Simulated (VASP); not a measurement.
A run of VASP 6.6.1:

INCAR

```
PREC = Accurate ; ENCUT = 520
EDIFF = 1E-6 ; ISMEAR = 0
SIGMA = 0.02 ; LREAL = F
LASPH = T ; NELM = 80
ALGO = Fast ; ISIF = 2
LWAVE = F ; LCHARG = T
GGA = PE ; LVHAR = T
```

The input KPOINTS:

```
Automatic mesh
0
Gamma
  10 10 10
```

POSCAR

```
NaF
1.0
    0.0000000000      2.3150000000      2.3150000000
    2.3150000000      0.0000000000      2.3150000000
    2.3150000000      2.3150000000      0.0000000000
Na F
1 1
Direct
    0.0000000000      0.0000000000      0.0000000000
    0.5000000000      0.5000000000      0.5000000000
```

Potentials or basis: VASP PAW PBE potentials, release 64 (Na_pv, F).

Run with:

```bash
$ cat potpaw_PBE.64/Na_pv/POTCAR potpaw_PBE.64/F/POTCAR > POTCAR
$ mpirun -np 1 vasp_std > vasp.out
```

Hardware: 1 thread of Intel(R) Xeon(R) Platinum 8259CL CPU @ 2.50GHz (Skylake/Cascade Lake), on a shared host.

Q: How long does it take, and how much memory?

A: It took 10 s on 1 thread of Intel(R) Xeon(R) Platinum 8259CL CPU @ 2.50GHz (Skylake/Cascade Lake) (shared host), peak memory 0.13 GiB. Counts: scf iterations 15, k points 47.
